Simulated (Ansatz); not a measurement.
A 4-atom cell of PbS (Cmcm) from a materials database at its r2SCAN+rVV10 geometry, run in Ansatz 0.2.0 at 3 levels of theory. No magnetic order and no zero-point or thermal motion.

The LDA input:
```yaml
crystal:
  lattice:
    - [2.0637484134, -5.8692756837, 0.0]
    - [2.0637484134, 5.8692756837, 0.0]
    - [0.0, 0.0, 4.2604423684]
  atoms:
    - { symbol: Pb, position: [0.8722772593, 0.1277227407, 0.75] }
    - { symbol: Pb, position: [0.1277227407, 0.8722772593, 0.25] }
    - { symbol: S, position: [0.6436799881, 0.3563200119, 0.75] }
    - { symbol: S, position: [0.3563200119, 0.6436799881, 0.25] }
kpoints:
  mp_grid: { grid: [6, 6, 6] }
  band_path:
    path:
      - [0.0, 0.0, 0.0]
      - [-0.5, 0.5, 0.0]
      - [-0.2809089673, 0.7190910327, 0.0]
      - [0.2809089673, 0.2809089673, 0.0]
      - [0.0, 0.0, 0.5]
      - [0.2809089673, 0.2809089673, 0.5]
      - [-0.2809089673, 0.7190910327, 0.5]
      - [-0.5, 0.5, 0.5]
      - [0.0, 0.5, 0.0]
      - [-0.5, -0.5, 0.36849]
      - [0.453125, 0.453125, 0.0]
      - [-0.5, 0.5, 0.35]
    npoints: 1
hamiltonian:
  xc: lda
scf:
  occupations: { method: fixed }
  n_extra_bands: 5
output:
  forces: true
  stress: true
  eigenvalues: true
```

Main results, then, where recorded, the levels near the gap in eV from the Fermi energy (columns number the bands from 0), one row a point of the path (Γ, Y, C₀, Σ₀, Z, A₀, E₀, T, S, T–Y (0.26), Y–C₀ (0.21), T–Y (0.30)):
```
Crystal: 4 atoms, lattice volume = 103.211 Å³
Symmetry: 8 space group operations
Space group: Cmcm (ITA 63)
```
```
Basis set: ecut = 420 eV, 1999 PW (Γ)
Bands: 25, of which v1, the nominal top of the filled ones, is band 20 counted from 1 (19 counted from 0)
k-points: 52 of 216
Free energy (F): -24945.734349 eV
Fermi energy:    7.605271 eV
--- Forces (eV/Å), atoms counted from 1 ---
  atom   1  Pb      0.00000      0.09823      0.00000
  atom   2  Pb      0.00000    -0.09823      0.00000
  atom   3  S       0.00000    -0.01674      0.00000
  atom   4  S       0.00000      0.01674      0.00000
--- Stress (GPa, compression-positive) ---
       -2.821709       0.000000       0.000000
        0.000000      -2.234643       0.000000
        0.000000       0.000000      -3.031295
  P = ⅓ Tr σ = -2.6959 GPa (-26.959 kbar)
```
```tsv
band_17	band_18	band_19	band_20	band_21	band_22
-1.720	-1.485	-0.512	4.579	4.605	4.795
-1.824	-1.295	-0.474	1.044	4.310	4.713
-1.249	-0.711	-0.266	1.503	1.754	1.860
-1.249	-0.711	-0.266	1.503	1.754	1.860
-1.096	-0.082	-0.082	1.698	1.698	2.651
-2.845	-1.470	-1.470	3.107	3.107	5.658
-2.845	-1.470	-1.470	3.107	3.107	5.658
-1.142	-0.554	-0.554	1.643	1.643	3.146
-1.160	-0.406	-0.366	1.702	1.727	2.007
-0.955	-0.665	0.078	1.075	1.771	3.152
-1.811	-1.191	-0.482	1.032	4.019	4.716
-0.952	-0.638	0.057	1.114	1.722	3.222
```

With LDA the valence top lies at T–Y (0.26 of the way from T) and the conduction bottom at Y–C₀ (0.21 of the way from Y), 0.95 eV higher; the smallest vertical gap, at T–Y (0.26 of the way from T), is 1.00 eV.

Question: In the first input these blocks are replaced (the band path and keys that only write files left aside):
```yaml
hamiltonian:
  xc: pbe
scf:
  occupations: { method: fermi_dirac, width: 0.02 }
  n_extra_bands: 10
magnetization:
  noncollinear: true
  spin_orbit: true
```
What comes out?

Answer:
```
Basis set: ecut = 420 eV, 1999 PW (Γ)
Bands: 50, of which v1, the nominal top of the filled ones, is band 40 counted from 1 (39 counted from 0)
k-points: 52 of 216
Free energy (F): -25695.945914 eV
Fermi energy:    8.328605 eV
--- Forces (eV/Å), atoms counted from 1 ---
  atom   1  Pb      0.00000    -0.00981      0.00000
  atom   2  Pb      0.00000      0.00981      0.00000
  atom   3  S       0.00000      0.05008      0.00000
  atom   4  S       0.00000    -0.05008      0.00000
--- Stress (GPa, compression-positive) ---
        1.941184       0.000000       0.000000
        0.000000       1.931885       0.000000
        0.000000       0.000000       1.808170
  P = ⅓ Tr σ = 1.8937 GPa (18.937 kbar)
```
```tsv
band_34	band_35	band_36	band_37	band_38	band_39	band_40	band_41	band_42	band_43	band_44	band_45
-2.315	-2.315	-1.953	-1.953	-1.007	-1.007	3.482	3.482	3.784	3.784	4.363	4.363
-2.263	-2.263	-1.810	-1.810	-0.950	-0.950	0.528	0.528	3.746	3.746	4.066	4.066
-1.761	-1.761	-1.187	-1.187	-0.692	-0.692	0.498	0.498	1.499	1.499	1.820	1.820
-1.761	-1.761	-1.187	-1.187	-0.692	-0.692	0.498	0.498	1.499	1.499	1.820	1.820
-1.615	-1.615	-0.535	-0.535	-0.535	-0.535	1.003	1.003	1.003	1.003	2.459	2.459
-3.263	-3.263	-1.949	-1.949	-1.937	-1.937	2.417	2.417	2.782	2.782	4.885	4.885
-3.263	-3.263	-1.949	-1.949	-1.937	-1.937	2.417	2.417	2.782	2.782	4.885	4.885
-1.667	-1.667	-1.004	-1.004	-1.004	-1.004	1.071	1.071	1.071	1.071	2.527	2.527
-1.677	-1.677	-0.829	-0.829	-0.828	-0.828	0.854	0.854	1.044	1.044	2.020	2.020
-1.481	-1.481	-1.197	-1.197	-0.373	-0.373	0.401	0.401	1.420	1.420	2.751	2.751
-2.260	-2.260	-1.694	-1.694	-0.960	-0.960	0.510	0.510	3.453	3.453	3.995	3.995
-1.482	-1.482	-1.170	-1.170	-0.388	-0.388	0.405	0.405	1.417	1.417	2.863	2.863
```
PBE+SOC gives a direct gap of 0.77 eV at T–Y (0.26 of the way from T). The mean pressure at these positions is +1.89 GPa, compression counted positive.

Question: In the first input these blocks are replaced (the band path and keys that only write files left aside):
```yaml
hamiltonian:
  xc: r2scan
```
What comes out?

Answer:
```
Basis set: ecut = 500 eV, 2629 PW (Γ)
Bands: 25, of which v1, the nominal top of the filled ones, is band 20 counted from 1 (19 counted from 0)
k-points: 52 of 216
Free energy (F): -25655.909879 eV
Fermi energy:    7.746965 eV
--- Forces (eV/Å), atoms counted from 1 ---
  atom   1  Pb      0.00000      0.02357      0.00000
  atom   2  Pb      0.00000    -0.02357      0.00000
  atom   3  S       0.00000    -0.01865      0.00000
  atom   4  S       0.00000      0.01865      0.00000
--- Stress (GPa, compression-positive) ---
        1.032406       0.000000       0.000000
        0.000000       1.035483       0.000000
        0.000000       0.000000       1.013174
  P = ⅓ Tr σ = 1.0270 GPa (10.270 kbar)
```
```tsv
band_17	band_18	band_19	band_20	band_21	band_22
-1.826	-1.610	-0.586	5.073	5.078	5.280
-1.917	-1.424	-0.518	1.434	4.775	5.191
-1.386	-0.653	-0.251	1.944	2.205	2.256
-1.386	-0.653	-0.251	1.944	2.205	2.256
-1.232	-0.081	-0.081	2.145	2.145	3.063
-2.909	-1.567	-1.567	3.528	3.528	6.199
-2.909	-1.567	-1.567	3.528	3.528	6.199
-1.275	-0.456	-0.456	2.076	2.076	3.556
-1.286	-0.381	-0.345	2.126	2.161	2.393
-1.093	-0.696	0.076	1.566	2.210	3.578
-1.916	-1.291	-0.532	1.433	4.468	5.196
-1.090	-0.678	0.052	1.602	2.158	3.651
```
r2SCAN gives an indirect gap of 1.36 eV, from T–Y (0.26 of the way from T) to Y–C₀ (0.21 of the way from Y); the least direct gap is 1.49 eV at T–Y (0.26 of the way from T). With the atoms held, the mean pressure is +1.03 GPa (compression positive).

Totals of different functionals, or with and without spin-orbit coupling, can't be compared.

Only the levels marked +SOC include spin-orbit coupling.
